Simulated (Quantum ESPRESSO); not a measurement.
# In3Sb (Pm-3m) in Quantum ESPRESSO: equation of state

How stiff is In3Sb in PBEsol, and what volume does it want? The cell is scaled to several volumes.

All numbers are computed with Quantum ESPRESSO 7.5; they aren't measurements. Logs are shortened: lines on timing, memory, paths and dates and some standing lists are left out, and cuts for length are marked.

## 1. Starting point

Symmetry: Pm-3m, No. 221, cubic system. The conventional cell has a = 4.837 Å, b = 4.837 Å, c = 4.837 Å, α = 90.00°, β = 90.00°, γ = 90.00°. Sb (site symmetry m-3m) is surrounded by 12 In at 3.42 Å. Around In (site symmetry 4/mmm) lie 4 Sb at 3.42 Å and 8 In at 3.42 Å.

The cell comes from a database or a generator and needn't be the stable form of this composition.

## 2. Single point, PBEsol, 26.59 Å³/atom

Contents of pw.in:

```
&CONTROL
  calculation = 'scf'
  prefix = 'pwscf'
  outdir = './tmp'
  pseudo_dir = './pseudo'
  tstress = .true.
  disk_io = 'nowf'
/
&SYSTEM
  ibrav = 0
  nat = 4
  ntyp = 2
  ecutwfc = 56
  ecutrho = 448
  nbnd = 37
  occupations = 'smearing'
  smearing = 'fd'
  degauss = 0.00367493
/
&ELECTRONS
  conv_thr = 8d-10
  electron_maxstep = 120
  mixing_beta = 0.5
/
ATOMIC_SPECIES
Sb   121.7600 sb_pbesol_v1.4.uspp.F.UPF
In   114.8180 in_pbesol_v1.4.uspp.F.UPF
CELL_PARAMETERS angstrom
   4.7382207836    0.0000000000    0.0000000000
   0.0000000000    4.7382207836    0.0000000000
   0.0000000000    0.0000000000    4.7382207836
ATOMIC_POSITIONS crystal
Sb     0.0000000000    0.0000000000    0.0000000000
In     0.0000000000    0.5000000000    0.5000000000
In     0.5000000000    0.0000000000    0.5000000000
In     0.5000000000    0.5000000000    0.0000000000
K_POINTS automatic
6 6 6 0 0 0
```

Potentials or basis: GBRV 1.5 PBEsol.

The run is started by

```sh
$ OMP_NUM_THREADS=1 mpirun -n 2 pw.x -nk 2 -in pw.in > pw.out
```

pw.out:

```text
This program is part of the open-source Quantum ESPRESSO suite
     for quantum simulation of materials; please cite
         "P. Giannozzi et al., J. Phys.:Condens. Matter 21 395502 (2009);
         "P. Giannozzi et al., J. Phys.:Condens. Matter 29 465901 (2017);
         "P. Giannozzi et al., J. Chem. Phys. 152 154105 (2020);
     in publications or presentations arising from this work. More details at

     Message from routine setup:
     using ibrav=0 with symmetry is DISCOURAGED, use correct ibrav instead

     K-points division:     npool     =       2
     Subspace diagonalization in iterative solution of the eigenvalue problem:
     a serial algorithm will be used

     G-vector sticks info
     --------------------
     sticks:   dense  smooth     PW     G-vecs:    dense   smooth      PW
     Sum        2869    1433    421               115121    40651    6403

     Using Slab Decomposition

     bravais-lattice index     =            0
     lattice parameter (alat)  =       8.9539  a.u.
     unit-cell volume          =     717.8645 (a.u.)^3
     number of atoms/cell      =            4
     number of atomic types    =            2
     number of electrons       =        54.00
     number of Kohn-Sham states=           37
     kinetic-energy cutoff     =      56.0000  Ry
     charge density cutoff     =     448.0000  Ry
     scf convergence threshold =      8.0E-10
     mixing beta               =       0.5000
     number of iterations used =            8  plain     mixing
     Exchange-correlation= SLA  PW   PSX  PSC
                           (   1   4  10   8   0   0   0)

     celldm(1)=   8.953940  celldm(2)=   0.000000  celldm(3)=   0.000000
     celldm(4)=   0.000000  celldm(5)=   0.000000  celldm(6)=   0.000000

     crystal axes: (cart. coord. in units of alat)
               a(1) = (   1.000000   0.000000   0.000000 )
               a(2) = (   0.000000   1.000000   0.000000 )
               a(3) = (   0.000000   0.000000   1.000000 )

     reciprocal axes: (cart. coord. in units 2 pi/alat)
               b(1) = (  1.000000  0.000000  0.000000 )
               b(2) = (  0.000000  1.000000  0.000000 )
               b(3) = (  0.000000  0.000000  1.000000 )

     PseudoPot. # 1 for Sb read from file:
     sb_pbesol_v1.4.uspp.F.UPF
     Pseudo is Ultrasoft + core correction, Zval = 15.0
     Generated by new atomic code, or converted to UPF format
     Using radial grid of  891 points,  6 beta functions with:
                l(1) =   0
                l(2) =   0
                l(3) =   1
                l(4) =   1
                l(5) =   2
                l(6) =   2
     Q(r) pseudized with  8 coefficients,  rinner =    1.350   1.350   1.350
                                                       1.350   1.350

     PseudoPot. # 2 for In read from file:
     in_pbesol_v1.4.uspp.F.UPF
     Pseudo is Ultrasoft + core correction, Zval = 13.0
     Generated by new atomic code, or converted to UPF format
     Using radial grid of  889 points,  6 beta functions with:
                l(1) =   0
                l(2) =   0
                l(3) =   1
                l(4) =   1
                l(5) =   2
                l(6) =   2
     Q(r) pseudized with  6 coefficients,  rinner =    1.400   1.400   1.400
                                                       1.400   1.400

     atomic species   valence    mass     pseudopotential
     Sb               15.00   121.76000     Sb( 1.00)
     In               13.00   114.81800     In( 1.00)

     48 Sym. Ops., with inversion, found

   Cartesian axes

     site n.     atom                  positions (alat units)
         1        Sb     tau(   1) = (   0.0000000   0.0000000   0.0000000  )
         2        In     tau(   2) = (   0.0000000   0.5000000   0.5000000  )
         3        In     tau(   3) = (   0.5000000   0.0000000   0.5000000  )
         4        In     tau(   4) = (   0.5000000   0.5000000   0.0000000  )

     number of k points=    20  Fermi-Dirac smearing, width (Ry)=  0.0037
                       cart. coord. in units 2pi/alat
        k(    1) = (   0.0000000   0.0000000   0.0000000), wk =   0.0092593
        k(    2) = (   0.0000000   0.0000000   0.1666667), wk =   0.0555556
        k(    3) = (   0.0000000   0.0000000   0.3333333), wk =   0.0555556
        k(    4) = (   0.0000000   0.0000000  -0.5000000), wk =   0.0277778
        k(    5) = (   0.0000000   0.1666667   0.1666667), wk =   0.1111111
        k(    6) = (   0.0000000   0.1666667   0.3333333), wk =   0.2222222
[... 12 lines left out ...]
        k(   19) = (   0.3333333  -0.5000000  -0.5000000), wk =   0.0555556
        k(   20) = (  -0.5000000  -0.5000000  -0.5000000), wk =   0.0092593

     Dense  grid:   115121 G-vectors     FFT dimensions: (  64,  64,  64)

     Smooth grid:    40651 G-vectors     FFT dimensions: (  45,  45,  45)

     Initial potential from superposition of free atoms

     starting charge      48.5000, renormalised to      54.0000
     Starting wfcs are   36 randomized atomic wfcs +    1 random wfcs

     Self-consistent Calculation

     iteration #  1     ecut=    56.00 Ry     beta= 0.50
     Davidson diagonalization with overlap
     ethr =  1.00E-02,  avg # of iterations =  5.8

     total energy              =    -580.80909327 Ry
     estimated scf accuracy    <      11.64896908 Ry

     iteration #  2     ecut=    56.00 Ry     beta= 0.50
     Davidson diagonalization with overlap
     ethr =  1.00E-02,  avg # of iterations =  2.0
[... 50 lines left out ...]
     total energy              =    -584.15925359 Ry
     estimated scf accuracy    <          1.4E-09 Ry

     iteration # 10     ecut=    56.00 Ry     beta= 0.50
     Davidson diagonalization with overlap
     ethr =  2.55E-12,  avg # of iterations =  3.2

     End of self-consistent calculation

          k = 0.0000 0.0000 0.0000 (  5041 PWs)   bands (ev):

   -18.5700 -18.5700 -18.5698 -18.5698 -18.5698  -4.3364  -4.3260  -4.3260
    -4.3260  -4.1789  -4.1789  -4.0404  -4.0404  -4.0404  -3.9696  -3.9696
    -3.8804  -3.8437  -3.8437  -3.8437  -0.5222   4.9769   7.2316   7.2316
     7.2316   8.0116   8.0116  12.6234  12.6234  12.6234  14.2178  14.2178
    14.2178  16.5419  17.0192  17.0192  17.1087

          k = 0.0000 0.0000 0.1667 (  5089 PWs)   bands (ev):
[... 137 lines left out ...]
   -18.5704 -18.5703 -18.5703 -18.5682 -18.5679  -4.2743  -4.2157  -4.2157
    -4.2150  -4.1762  -4.1762  -4.1628  -4.0276  -4.0198  -4.0198  -4.0137
    -3.9986  -3.8970  -3.8950  -3.8950   1.5254   4.9331   4.9331   5.2036
     6.5862   7.3368   7.3368   7.9756  14.5165  15.4039  15.4039  17.0272
    17.3471  17.3471  18.1647  18.4171  19.7263

          k =-0.5000-0.5000-0.5000 (  5040 PWs)   bands (ev):

   -18.5704 -18.5704 -18.5704 -18.5679 -18.5679  -4.2983  -4.2275  -4.2275
    -4.2275  -4.1827  -4.1827  -4.1827  -4.0154  -4.0154  -4.0154  -3.9989
    -3.9989  -3.8765  -3.8765  -3.8765   1.7048   5.8369   5.8369   5.8369
     6.0442   6.0442   6.0442   6.9426  15.8315  15.8315  15.8315  18.4774
    18.4774  18.4774  18.5378  18.5378  20.8675

     the Fermi energy is    10.2215 ev

!    total energy              =    -584.15925359 Ry
     estimated scf accuracy    <          5.4E-11 Ry
     smearing contrib. (-TS)   =      -0.00137521 Ry
     internal energy E=F+TS    =    -584.15787838 Ry

     The total energy is F=E-TS. E is the sum of the following terms:
     one-electron contribution =    -192.17595570 Ry
     hartree contribution      =     137.75328418 Ry
     xc contribution           =    -155.69551819 Ry
     ewald contribution        =    -374.03968866 Ry

     convergence has been achieved in  10 iterations

     Computing stress (Cartesian axis) and pressure

          total   stress  (Ry/bohr**3)                   (kbar)     P=       -3.71
  -0.00002521   0.00000000   0.00000000           -3.71        0.00        0.00
   0.00000000  -0.00002521   0.00000000            0.00       -3.71        0.00
   0.00000000   0.00000000  -0.00002521            0.00        0.00       -3.71

=------------------------------------------------------------------------------=
   JOB DONE.
=------------------------------------------------------------------------------=
```

Run time: 28 s. Hardware: 2 MPI ranks of Intel Xeon 6975P-C (Granite Rapids), shared host; peak memory 0.6 GiB.

What came out:

| Item | Value |
| --- | --- |
| Free energy | -7947.8915 eV |
| Pressure | -0.4 GPa |
| Band gap on the k mesh | none (metal or under the smearing width) |

## 3. Single point, PBEsol, 27.16 Å³/atom

pw.in: that of step 2 with these lines changed.

```diff
@@ -28,5 +28,5 @@
 CELL_PARAMETERS angstrom
-   4.7382207836    0.0000000000    0.0000000000
-   0.0000000000    4.7382207836    0.0000000000
-   0.0000000000    0.0000000000    4.7382207836
+   4.7715896350    0.0000000000    0.0000000000
+   0.0000000000    4.7715896350    0.0000000000
+   0.0000000000    0.0000000000    4.7715896350
 ATOMIC_POSITIONS crystal
```

Potentials or basis: GBRV 1.5 PBEsol.

The run is started by

```sh
$ OMP_NUM_THREADS=1 mpirun -n 2 pw.x -nk 2 -in pw.in > pw.out
```

Wall time 29 s (2 MPI ranks of Intel Xeon 6975P-C (Granite Rapids), shared host); peak memory 0.62 GiB.

Results (log left out):

```
Free energy            : -7947.8822 eV
Pressure               : -1.2 GPa
Band gap on the k mesh : none (metal or under the smearing width)
```

## 4. Single point, PBEsol, 27.73 Å³/atom

pw.in: that of step 3 with these lines changed.

```diff
@@ -28,5 +28,5 @@
 CELL_PARAMETERS angstrom
-   4.7715896350    0.0000000000    0.0000000000
-   0.0000000000    4.7715896350    0.0000000000
-   0.0000000000    0.0000000000    4.7715896350
+   4.8044981896    0.0000000000    0.0000000000
+   0.0000000000    4.8044981896    0.0000000000
+   0.0000000000    0.0000000000    4.8044981896
 ATOMIC_POSITIONS crystal
```

Potentials or basis: GBRV 1.5 PBEsol.

The run is started by

```sh
$ OMP_NUM_THREADS=1 mpirun -n 2 pw.x -nk 2 -in pw.in > pw.out
```

pw.out:

```text
This program is part of the open-source Quantum ESPRESSO suite
     for quantum simulation of materials; please cite
         "P. Giannozzi et al., J. Phys.:Condens. Matter 21 395502 (2009);
         "P. Giannozzi et al., J. Phys.:Condens. Matter 29 465901 (2017);
         "P. Giannozzi et al., J. Chem. Phys. 152 154105 (2020);
     in publications or presentations arising from this work. More details at

     Message from routine setup:
     using ibrav=0 with symmetry is DISCOURAGED, use correct ibrav instead

     K-points division:     npool     =       2
     Subspace diagonalization in iterative solution of the eigenvalue problem:
     a serial algorithm will be used

     G-vector sticks info
     --------------------
     sticks:   dense  smooth     PW     G-vecs:    dense   smooth      PW
     Sum        2941    1473    429               119825    42379    6667

     Using Slab Decomposition
[... 314 lines left out ...]
    -4.7716  -4.7378  -4.7378  -4.7260  -4.6058  -4.5988  -4.5988  -4.5906
    -4.5776  -4.4895  -4.4873  -4.4873   1.0140   4.4886   4.4886   4.7209
     6.1716   6.8362   6.8362   7.4720  13.7588  14.6088  14.6088  16.2094
    16.5330  16.5330  17.3389  17.5466  19.0107

          k =-0.5000-0.5000-0.5000 (  5400 PWs)   bands (ev):

   -19.1101 -19.1101 -19.1101 -19.1080 -19.1080  -4.8342  -4.7827  -4.7827
    -4.7827  -4.7438  -4.7438  -4.7438  -4.5951  -4.5951  -4.5951  -4.5780
    -4.5780  -4.4713  -4.4713  -4.4713   1.1686   5.2842   5.2842   5.2842
     5.6664   5.6664   5.6664   6.5215  15.0123  15.0123  15.0123  17.6210
    17.6210  17.6210  17.6595  17.6595  19.8681

     the Fermi energy is     9.6218 ev

!    total energy              =    -584.15702235 Ry
     estimated scf accuracy    <          2.4E-10 Ry
     smearing contrib. (-TS)   =      -0.00128258 Ry
     internal energy E=F+TS    =    -584.15573977 Ry

     The total energy is F=E-TS. E is the sum of the following terms:
     one-electron contribution =    -200.38081752 Ry
     hartree contribution      =     140.71654449 Ry
     xc contribution           =    -155.61160526 Ry
     ewald contribution        =    -368.87986149 Ry

     convergence has been achieved in   9 iterations

     Computing stress (Cartesian axis) and pressure

          total   stress  (Ry/bohr**3)                   (kbar)     P=      -20.22
  -0.00013743   0.00000000   0.00000000          -20.22        0.00        0.00
   0.00000000  -0.00013743   0.00000000            0.00      -20.22        0.00
   0.00000000   0.00000000  -0.00013743            0.00        0.00      -20.22

=------------------------------------------------------------------------------=
   JOB DONE.
=------------------------------------------------------------------------------=
```

Run time: 28 s. Hardware: 2 MPI ranks of Intel Xeon 6975P-C (Granite Rapids), shared host; peak memory 0.62 GiB.

Results:

```
Free energy            : -7947.8612 eV
Pressure               : -2.0 GPa
Band gap on the k mesh : none (metal or under the smearing width)
```

## 5. Single point, PBEsol, 28.29 Å³/atom

pw.in: that of step 4 with these lines changed.

```diff
@@ -28,5 +28,5 @@
 CELL_PARAMETERS angstrom
-   4.8044981896    0.0000000000    0.0000000000
-   0.0000000000    4.8044981896    0.0000000000
-   0.0000000000    0.0000000000    4.8044981896
+   4.8369620000    0.0000000000    0.0000000000
+   0.0000000000    4.8369620000    0.0000000000
+   0.0000000000    0.0000000000    4.8369620000
 ATOMIC_POSITIONS crystal
```

The run is started by

```sh
$ OMP_NUM_THREADS=1 mpirun -n 2 pw.x -nk 2 -in pw.in > pw.out
```

Run time: 30 s. Hardware: 2 MPI ranks of Intel Xeon 6975P-C (Granite Rapids), shared host; peak memory 0.64 GiB.

It converged, with:

```yaml
Free_energy: -7947.8298 eV
Pressure: -2.7 GPa
Band_gap_on_the_k_mesh: none (metal or under the smearing width)
```

## 6. Single point, PBEsol, 28.86 Å³/atom

pw.in: that of step 5 with these lines changed.

```diff
@@ -28,5 +28,5 @@
 CELL_PARAMETERS angstrom
-   4.8369620000    0.0000000000    0.0000000000
-   0.0000000000    4.8369620000    0.0000000000
-   0.0000000000    0.0000000000    4.8369620000
+   4.8689957945    0.0000000000    0.0000000000
+   0.0000000000    4.8689957945    0.0000000000
+   0.0000000000    0.0000000000    4.8689957945
 ATOMIC_POSITIONS crystal
```

Potentials or basis: GBRV 1.5 PBEsol.

The run is started by

```sh
$ OMP_NUM_THREADS=1 mpirun -n 2 pw.x -nk 2 -in pw.in > pw.out
```

It took 31 s on 2 MPI ranks of Intel Xeon 6975P-C (Granite Rapids), shared host; peak memory 0.64 GiB.

Results (log left out):

| Property | Result |
| --- | --- |
| Free energy | -7947.7889 eV |
| Pressure | -3.3 GPa |
| Band gap on the k mesh | none (metal or under the smearing width) |

## 7. Single point, PBEsol, 29.42 Å³/atom

pw.in: that of step 6 with these lines changed.

```diff
@@ -28,5 +28,5 @@
 CELL_PARAMETERS angstrom
-   4.8689957945    0.0000000000    0.0000000000
-   0.0000000000    4.8689957945    0.0000000000
-   0.0000000000    0.0000000000    4.8689957945
+   4.9006135362    0.0000000000    0.0000000000
+   0.0000000000    4.9006135362    0.0000000000
+   0.0000000000    0.0000000000    4.9006135362
 ATOMIC_POSITIONS crystal
```

The run is started by

```sh
$ OMP_NUM_THREADS=1 mpirun -n 2 pw.x -nk 2 -in pw.in > pw.out
```

Wall time 30 s (2 MPI ranks of Intel Xeon 6975P-C (Granite Rapids), shared host); peak memory 0.66 GiB.

The run converged. Its results:

- Free energy: -7947.7400 eV
- Pressure: -3.9 GPa
- Band gap on the k mesh: none (metal or under the smearing width)

## 8. Single point, PBEsol, 29.99 Å³/atom

pw.in: that of step 7 with these lines changed.

```diff
@@ -28,5 +28,5 @@
 CELL_PARAMETERS angstrom
-   4.9006135362    0.0000000000    0.0000000000
-   0.0000000000    4.9006135362    0.0000000000
-   0.0000000000    0.0000000000    4.9006135362
+   4.9318284768    0.0000000000    0.0000000000
+   0.0000000000    4.9318284768    0.0000000000
+   0.0000000000    0.0000000000    4.9318284768
 ATOMIC_POSITIONS crystal
```

The run is started by

```sh
$ OMP_NUM_THREADS=1 mpirun -n 2 pw.x -nk 2 -in pw.in > pw.out
```

Run time: 30 s. Hardware: 2 MPI ranks of Intel Xeon 6975P-C (Granite Rapids), shared host; peak memory 0.68 GiB.

It converged, with:

- Free energy: -7947.6837 eV
- Pressure: -4.4 GPa
- Band gap on the k mesh: none (metal or under the smearing width)

## 9. Equation of state, PBEsol

Potentials or basis: GBRV 1.5 PBEsol.

No new run: the results of the series are fitted here.

Results:

| Property | Result |
| --- | --- |
| Equilibrium volume | 26.47 Å³/atom (rough: see the caveat) |
| Bulk modulus | 45 GPa (rough) |

Energy against volume, from the lowest point:
```csv
volume (Å³/atom),energy (meV/atom)
26.594,0.00
27.160,2.34
27.726,7.59
28.292,15.44
28.857,25.66
29.423,37.89
29.989,51.96
```

Caveat: the minimum lies outside the volumes run.
